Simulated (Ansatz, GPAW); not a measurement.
# 2H-WS2 bilayer, AA: simulated STM images, part 2 of 2

Wanted: filled- and empty-state images of 2H-WS2 bilayer, AA, with its work function.

GPAW 26.7.0 and Ansatz 0.2.0; Ansatz plane waves; layer without images along its normal, relaxation of atoms and in-plane cell, with D3(BJ) dispersion (the session's first sound run).

So far, upper work function (eV): step 3 (the slab's potential) 4.71.

**4. A second plane-wave code**

A second program with its own datasets checks the number independently.

This step: Ansatz plane waves; slab in vacuum with a dipole correction (Ansatz 0.2.0).

input.yaml reads:

```yaml
crystal:
  lattice:
    - [3.1570282534, 0.0, 0.0]
    - [-1.5785141267, 2.7340666679, 0.0]
    - [0.0, 0.0, 43.7024809307]
  atoms:
    - { symbol: S, position: [0.3333333333, 0.6666666667, 0.1845242437] }
    - { symbol: W, position: [0.0, 0.0, 0.2206013027] }
    - { symbol: S, position: [0.3333333333, 0.6666666667, 0.2566428158] }
    - { symbol: S, position: [0.3333333333, 0.6666666667, 0.3371733684] }
    - { symbol: W, position: [0.0, 0.0, 0.3732148815] }
    - { symbol: S, position: [0.3333333333, 0.6666666667, 0.4092919405] }
kpoints:
  mp_grid: { grid: [12, 12, 1] }
hamiltonian:
  xc: pbe
scf:
  occupations: { method: fermi_dirac, width: 0.05 }
efield:
  axis: 3
  dipole_correction: true
  ramp_width: 0.05
output:
  forces: true
  band_densities: [{ e_range: [-1.5, 0] }, { e_range: [0, 2.0] }]
  write_potential: true
  write_density: true
  volumetric_format: npy
  elf: true
```

Command:

```bash
$ ansatz run input.yaml --threads 4 --pin off --max-ram 8192MiB --backend cpu --events-out ev --progress --plain --runs-dir out
```

Elapsed: 8.1 s, on 4 threads of Intel Xeon Platinum 8375C at 2.90GHz (Ice Lake), shared host; peak memory 0.8 GiB.

This step gave:

```yaml
free_energy: -24382.8106 eV
symmetry_operations: 6
upper_work_function: 4.709 eV
lower_work_function: 4.705 eV
dipole_along_the_normal: -1.75e-4 e·Å
dipole_field: -8.39e-5 V/Å
vacuum_level_above: 4.741 eV
vacuum_level_below: 4.737 eV
corrugation_e_range_minus_1p5_0_3p5: 0.09670 Å
decay_e_range_minus_1p5_0: 1.230 Å⁻¹
apparent_barrier_e_range_minus_1p5_0: 5.767 eV, hbar² kappa² / 2m (holds the in-plane momentum too)
corrugation_e_range_0_2_3p5: 0.01428 Å
decay_e_range_0_2: 1.008 Å⁻¹
apparent_barrier_e_range_0_2: 3.869 eV, hbar² kappa² / 2m (holds the in-plane momentum too)
```

The electrostatic potential energy of an electron (with the applied field's), less the Fermi level, planar mean oscillates, so the rows of the table below give means over windows of 2 Å about each position, cut where the curve ends. Its maxima inside the range that stand out by 2 % of the span (Å: eV): 8.7: -7.64, 10.6: -7.82, 13.0: 4.23, 15.4: -7.74, 17.2: -7.68. Its minima: 8.2: -9.14, 9.6: -18.8, 11.1: -9.18, 14.9: -9.17, 16.3: -18.8, 17.8: -9.16.

Electrostatic potential energy of an electron (with the applied field's), less the Fermi level, planar mean against z; means over each step:

| z (Å) | electrostatic potential energy of an electron (with the applied field's), less the Fermi level, planar mean (eV) |
| --- | --- |
| 0 | 4.71 |
| 2 | 4.71 |
| 4 | 4.71 |
| 6 | 4.42 |
| 8 | -6.02 |
| 10 | -13.0 |
| 12 | -1.58 |
| 14 | -1.90 |
| 16 | -13.1 |
| 18 | -5.70 |
| 20 | 4.45 |
| 22 | 4.71 |
| 24 | 4.71 |
| 26 | 4.71 |
| 28 | 4.71 |
| 30 | 4.71 |
| 32 | 4.71 |
| 34 | 4.71 |
| 36 | 4.71 |
| 38 | 4.71 |
| 40 | 4.71 |
| 42 | 4.71 |

Valence density, planar mean against z:

| z (Å) | valence density, planar mean (e/Å³) |
| --- | --- |
| 4 | 1.0e-5 |
| 6 | 0.00421 |
| 8 | 0.439 |
| 10 | 1.03 |
| 12 | 0.213 |
| 14 | 0.237 |
| 16 | 1.09 |
| 18 | 0.434 |
| 20 | 0.00362 |
| 22 | 7.7e-6 |

E_range_-1.5_0. Table of planar mean of the window's density by height over the top atom:

| height over the top atom (Å) | planar mean of the window's density (e/Å³) |
| --- | --- |
| 1.50 | 0.00102 |
| 1.90 | 4.2e-4 |
| 2.10 | 2.7e-4 |
| 2.50 | 1.1e-4 |
| 2.70 | 6.8e-5 |
| 3.10 | 2.6e-5 |
| 3.30 | 1.6e-5 |
| 3.70 | 6.2e-6 |
| 3.90 | 3.8e-6 |
| 4.30 | 1.4e-6 |
| 4.50 | 8.5e-7 |
| 4.90 | 3.1e-7 |
| 5.10 | 1.9e-7 |
| 5.50 | 7.0e-8 |
| 5.70 | 4.2e-8 |
| 6.10 | 1.5e-8 |
| 6.30 | 9.3e-9 |
| 6.70 | 3.4e-9 |
| 6.90 | 2.1e-9 |
| 7.30 | 7.5e-10 |
| 7.50 | 4.5e-10 |
| 7.90 | 1.7e-10 |

Density over a1 and a2. Constant height 3.5 Å over the top atom, window e_range_-1.5_0.

Ten even steps from '0' (0.90 × 1e-5 e/Å³) to '9' (1.14 × 1e-5 e/Å³):
```
000112345566665543211000
001123456677766543211000
011234567777776543211000
112345678888876543211101
223456788998876543221111
234567899999876543221112
345678999999876543222222
456788999998876543222223
456789999998765443222234
567789999987765433222334
567788998877654433223344
567788888776544333233344
566777777665443332233344
556666666554433322233344
455555555444333222233344
444444444433332222233334
333333333333322222233333
222222222222222222222222
211112222222333333222222
111111122223333333222211
000011122233333333222111
000001122334444433221100
000011223444444443221100
000012234455555443221000
```
Columns: a1 from 0 to 0.958; rows upwards: a2 from 0 to 0.958.

Tip height over the top atom over a1 and a2. Constant current at the density 1.005e-05 e/Å^3, window e_range_-1.5_0.

Ten even steps from '_' (3.453 Å) to '@' (3.550 Å):
```
______..::--==++++************++++==--::..______
____..::--==++++**##########**++++==--::..______
....::--==++****##%%%%%%%%##****++==--::....____
..::--==++**####%%%%%%%%%%####**++==--::........
::--==++**####%%@@@@@@@@%%####**++==--::........
--==++**####%%@@@@@@@@@@%%####**++==--::::::::::
==++++**##%%@@@@@@@@@@@@%%##**++++==--::::::::--
==++**##%%@@@@@@@@@@@@@@%%##**++====--::::::--==
++**##%%%%@@@@@@@@@@@@%%%%##**++==------------==
++**##%%%%@@@@@@@@@@%%%%##**++++==----------==++
****##%%%%@@@@@@@@%%%%##****++====--------====++
****##%%%%%%%%%%%%%%##****++====----------====++
****################****++======--------======++
++******######******++++======----------======++
++++++********++++++++======------------======++
==++++++++++++++========------------------======
==================----------------------------==
------------------------------------------------
::::::::::::::::::------------------------::::::
............::::::--------======--------::::::..
..____......::::::----============----::::::....
________....::::----==============----::::....__
________....::--====++++++++++++====--::....____
______....::--====++++******++++====--::....____
```
Columns: a1 from 0 to 0.958; rows upwards: a2 from 0 to 0.958.

E_range_0_2. The planar mean of the window's density by height over the top atom:

| height over the top atom (Å) | planar mean of the window's density (e/Å³) |
| --- | --- |
| 1.50 | 0.00738 |
| 1.70 | 0.00520 |
| 1.90 | 0.00365 |
| 2.10 | 0.00255 |
| 2.30 | 0.00178 |
| 2.70 | 8.4e-4 |
| 2.90 | 5.8e-4 |
| 3.10 | 3.9e-4 |
| 3.30 | 2.6e-4 |
| 3.50 | 1.8e-4 |
| 3.70 | 1.2e-4 |
| 3.90 | 7.9e-5 |
| 4.10 | 5.3e-5 |
| 4.30 | 3.5e-5 |
| 4.50 | 2.3e-5 |
| 4.90 | 1.0e-5 |
| 5.10 | 6.9e-6 |
| 5.30 | 4.6e-6 |
| 5.50 | 3.1e-6 |
| 5.70 | 2.1e-6 |
| 5.90 | 1.4e-6 |
| 6.10 | 9.2e-7 |
| 6.30 | 6.1e-7 |
| 6.50 | 4.1e-7 |
| 6.70 | 2.7e-7 |
| 7.10 | 1.2e-7 |
| 7.30 | 8.3e-8 |
| 7.50 | 5.6e-8 |
| 7.70 | 3.8e-8 |
| 7.90 | 2.6e-8 |

Density over a1 and a2. Constant height 3.5 Å over the top atom, window e_range_0_2.

Values in units of 1e-4 e/Å³, 12 rows by 16 columns, each cell a mean:
```
1.8 1.8 1.8 1.8 1.8 1.8 1.8 1.8 1.8 1.8 1.8 1.8 1.8 1.8 1.8 1.8
1.8 1.8 1.8 1.8 1.8 1.8 1.8 1.8 1.8 1.8 1.8 1.8 1.8 1.8 1.8 1.8
1.8 1.8 1.8 1.8 1.8 1.8 1.8 1.8 1.8 1.8 1.8 1.8 1.8 1.8 1.8 1.8
1.8 1.8 1.8 1.8 1.8 1.8 1.8 1.8 1.8 1.8 1.8 1.8 1.8 1.8 1.8 1.8
1.8 1.8 1.8 1.8 1.8 1.8 1.8 1.8 1.8 1.8 1.8 1.8 1.8 1.8 1.8 1.8
1.8 1.8 1.8 1.8 1.8 1.8 1.8 1.8 1.8 1.8 1.8 1.8 1.8 1.8 1.8 1.8
1.8 1.8 1.8 1.8 1.8 1.8 1.8 1.8 1.8 1.8 1.8 1.8 1.8 1.8 1.8 1.8
1.8 1.8 1.8 1.8 1.8 1.8 1.8 1.8 1.8 1.8 1.8 1.8 1.8 1.8 1.8 1.8
1.8 1.8 1.8 1.8 1.8 1.8 1.8 1.8 1.8 1.8 1.8 1.8 1.8 1.8 1.8 1.8
1.8 1.8 1.8 1.8 1.8 1.8 1.8 1.8 1.8 1.8 1.8 1.8 1.8 1.8 1.8 1.8
1.8 1.8 1.8 1.8 1.8 1.8 1.8 1.8 1.8 1.8 1.8 1.8 1.8 1.8 1.8 1.8
1.8 1.8 1.8 1.8 1.8 1.8 1.8 1.8 1.8 1.8 1.8 1.8 1.8 1.8 1.8 1.8
```
Columns: a1 from 0 to 0.958; rows upwards: a2 from 0 to 0.958.

Tip height over the top atom over a1 and a2. Constant current at the density 1.770e-04 e/Å^3, window e_range_0_2.

Ten even steps from '0' (3.494 Å) to '9' (3.509 Å):
```
001123345666666543321100
011233566667666653321100
112335667777776653321111
123356777888777653321111
233567788998877653321111
335677899999877653311111
346678999999876643211112
356778999998776533211123
466789999998766432111123
466789999987664321111123
567788998877653321111233
566778887766533211111233
566777777665332110011233
466677766643321100011233
456666665433211000011233
345555543322110000011223
333333333211100000011123
333333322111100000111122
222222111111111111111111
111111111111111111111111
111111111112222221111111
000111112223333322211111
000111123333333333211110
000112333445554433321100
```
Columns: a1 from 0 to 0.958; rows upwards: a2 from 0 to 0.958.

Force by atom:

| atom | x (eV/Å) | y (eV/Å) | z (eV/Å) | size |
| --- | --- | --- | --- | --- |
| S1 | 0.000 | 0.000 | -0.112 | 0.112 |
| W2 | 0.000 | 0.000 | -0.053 | 0.053 |
| S3 | 0.000 | 0.000 | 0.001 | 0.001 |
| S4 | 0.000 | 0.000 | -0.001 | 0.001 |
| W5 | 0.000 | 0.000 | 0.053 | 0.053 |
| S6 | 0.000 | 0.000 | 0.112 | 0.112 |

Band density in the ca plane at fractional y = 0.667, with atoms of S within 0.2 Å of it.

Values in units of 1e-2 Å⁻³, 5 rows by 16 columns, each cell a mean:
```
0.0 0.0 0.0 0.0 0.0 0.0 0.1 0.3 2.4 2.1 0.3 0.1 0.1 0.2 0.4 3.6
0.0 0.0 0.0 0.0 0.0 0.1 0.3 0.5 1.6 1.4 0.6 0.3 0.1 0.5 0.6 2.3
0.0 0.0 0.0 0.0 0.0 0.1 1.1 0.9 0.4 0.5 1.2 1.3 0.3 1.8 0.8 0.4
0.0 0.0 0.0 0.0 0.0 0.1 1.4 0.7 0.2 0.4 1.1 1.7 0.3 2.2 0.6 0.2
0.0 0.0 0.0 0.0 0.0 0.1 0.5 0.7 1.1 1.0 0.9 0.6 0.2 0.8 0.7 1.5
```
Columns run along c (16.0 Å, from fractional 0.02 to 0.39 of the cell), rows up along a (3.2 Å). Atoms in or near the plane, at fractional coordinates: S at (0.18, 0.33), S at (0.26, 0.33), S at (0.34, 0.33).

Band density in the ca plane at fractional y = 0.667, with atoms of S within 0.2 Å of it.

Ten steps, logarithmic in the rise over the least value, from '0' (0.00 Å⁻³) to '9' (0.29 Å⁻³), each cell a mean:
```
00000000000000112344456899754443322334456899
00000000000000112334456899754433322334456899
00000000000000123456655798656654323356665788
00000000000000123568864566467875433467875566
00000000000000123566664344356665433467665344
00000000000000123566564343355665433466565344
00000000000000123568864566467875433467875466
00000000000000123456655788656664333456665688
```
Columns run along c (16.0 Å, from fractional 0.02 to 0.39 of the cell), rows up along a (3.2 Å). Atoms in or near the plane, at fractional coordinates: S at (0.18, 0.33), S at (0.26, 0.33), S at (0.34, 0.33).

Electrostatic potential energy in the ca plane at fractional y = 0.667, with atoms of S within 0.2 Å of it. With pseudopotentials it is smooth inside the atoms' cores, unlike the true potential.

Values in eV, 5 rows by 16 columns, each cell a mean:
```
  5   5   5   5   5   5   3   0 -13 -12   1   3   4   3  -2 -18
  5   5   5   5   5   5   2  -6  -8  -8  -6   2   4  -1  -5 -11
  5   5   5   5   5   4 -10 -33  -6  -8 -33  -7   3 -21 -27  -3
  5   5   5   5   5   4 -13 -35  -7 -10 -35 -10   3 -25 -30  -2
  5   5   5   5   5   5  -1 -15  -6  -6 -15   0   4  -7 -12  -7
```
Columns run along c (16.0 Å, from fractional 0.02 to 0.39 of the cell; values clipped at the 3rd and 97th percentile), rows up along a (3.2 Å). Atoms in or near the plane, at fractional coordinates: S at (0.18, 0.33), S at (0.26, 0.33), S at (0.34, 0.33).

In a gap the Fermi level hangs on smearing and numerics; here the upper work functions are 4.709 and 4.712 eV.

**5. Side by side**

Results and costs are gathered.

This step: comparison of work functions, dipole and cost (GPAW 26.7.0).

Ladder, by row:

| step | code | work function, upper (eV) | work function, lower (eV) | dipole (e Å) | wall time (s) | peak memory (GiB) | threads |
| --- | --- | --- | --- | --- | --- | --- | --- |
| pw | GPAW | 4.712 | 4.716 | 2.73e-4 | 145.3 | 0.53 | 1 |
| ansatz | Ansatz | 4.709 | 4.705 | -1.75e-4 | 8.09 | 0.802 | 4 |

**6. A changed run**

One more run, with changed settings.

This step: GPAW, PAW setups; slab in vacuum (GPAW 26.7.0).

run.py reads:

```python
import json
import numpy as np
from ase import Atoms
from gpaw import GPAW, PW

slab = Atoms(
    ['S', 'W', 'S', 'S', 'W', 'S'],
    positions=[
        [-0.00000, 1.82271, 8.00000],
        [-0.00000, -0.00000, 9.57666],
        [-0.00000, 1.82271, 11.15176],
        [-0.00000, 1.82271, 14.67115],
        [-0.00000, -0.00000, 16.24625],
        [-0.00000, 1.82271, 17.82291]],
    cell=[[3.15703, -0.0, 0.0], [-1.57851, 2.73407, 0.0], [0.0, 0.0, 25.8229]],
    pbc=[True, True, False])

slab.calc = GPAW(mode=PW(400), xc='pbe96', kpts={'size': (12, 12, 1), 'gamma': True},
                 occupations={'name': 'fermi-dirac', 'width': 0.05}, nbands='140%',
                 convergence={'density': 1e-05}, maxiter=50,
                 poissonsolver={'dipolelayer': 'xy'},
                 symmetry={'tolerance': 1e-3}, txt='slab.txt')
result = {}
energy = slab.get_potential_energy()
fermi = slab.calc.get_fermi_level()
v = slab.calc.get_electrostatic_potential().mean((0, 1)) - fermi
n = slab.calc.get_pseudo_density().mean((0, 1))
L = slab.cell[2, 2]
z = np.arange(len(v)) * L / len(v)
low, high = slab.positions[:, 2].min(), slab.positions[:, 2].max()
below, above = np.interp([low - 5.8, high + 5.8], z, v)
slopes = [np.interp(x, z, np.gradient(v, z)) for x in (low - 5.8, high + 5.8)]
eps = np.array([[slab.calc.get_eigenvalues(k, s) for k in range(len(slab.calc.get_ibz_k_points()))]
                for s in range(slab.calc.get_number_of_spins())]) - fermi
top, bottom = eps[eps < 0].max(), eps[eps > 0].min()
dipole = slab.get_dipole_moment()[2]
print(f'energy {energy:.4f} eV, Fermi level {fermi:.4f} eV, dipole {dipole:.5f} e A')
print(f'potential 5.8 A off the faces, from the Fermi level: lower {below:.4f} eV, upper {above:.4f} eV')
print(f'slope of the potential there: lower {slopes[0]:.5f}, upper {slopes[1]:.5f} eV/A')
print(f'nearest levels on the mesh: {top:.4f} and {bottom:.4f} eV')
print('magnetic moment', round(slab.get_magnetic_moment(), 3))
result.update(energy=energy, fermi=fermi, dipole=dipole, below=below, above=above, slopes=slopes, edges=[top, bottom],
              z=z.tolist(), v=v.tolist(), n=n.tolist(), positions=slab.positions.tolist(),
              forces=slab.get_forces(apply_constraint=False).tolist(), moments=slab.get_magnetic_moments().tolist())
json.dump(result, open('result.json', 'w'))
```

Command:

```bash
$ OMP_NUM_THREADS=1 OPENBLAS_NUM_THREADS=1 python run.py
```

It took 0.7 s on 1 thread; peak memory 0.1 GiB.

The program refused the input before any cycle.

The program's message: “NameError: Unknown functional: pbe96.”

The change that led to it: xc = "pbe96".

**7. Outcome**

```json
{
 "work function, both faces (Fermi level placed in the gap by the smearing)": "4.71 eV",
 "ionisation energy from the upper face (highest filled level on the mesh)": "5.50 eV",
 "electron affinity from the upper face (lowest empty Kohn-Sham level on the mesh)": "3.85 eV",
 "dipole along the normal": "2.7e-4 e Å",
 "corrugation at -1.5 V": "0.104 Å",
 "corrugation at 2 V": "0.0142 Å"
}
```

**Reading.** The corrugation at constant current is largest at -1.5 V, where the tip height varies by 0.10 Å over the cell. Negative sample bias images filled states, positive bias empty ones. The levels nearest the Fermi level on the mesh lie 1.65 eV apart, so the slab is gapped there: the smearing puts the Fermi level inside the gap, and from either face the ionisation energy is the work function plus 0.79 eV. Both are Kohn-Sham levels on the mesh, and semilocal gaps are too small, so the affinity tends to come out too large and the ionisation energy too small. The images are of Tersoff-Hamann type: an s-wave tip, no tip-sample forces, heights closer than in a microscope. Ansatz gives corrugations of 0.097 Å at -1.5 V (GPAW 0.10) and 0.014 Å at 2 V (GPAW 0.014). GPAW's time includes a further run over the whole zone for the images, so the two times are not like for like. The layers' spacing was relaxed with a D3(BJ) dispersion term, which the later single points do not need. With elements this heavy, spin-orbit coupling can move band edges by tenths of an eV. Biases count from a Fermi level whose place in the gap is arbitrary, so only their reach past the band edges has a meaning. The small printed dipole stands for a step of -5.7 meV from the lower to the upper face, and the probes find -4.3 meV; values this small are near the numerical noise of both. The layer's cell and atoms come from the relaxation; spin-orbit coupling and temperature are left out.

[Logs are printed without paths, hosts, clocks, repeated set-up lines and the standing remarks that a program may print on its own settings, such as how far it seeks lower states.]

[Hosts, paths, dates, database ids (printed as entryN), source tags and the programs' standing remarks are cut or masked in the printed files.]
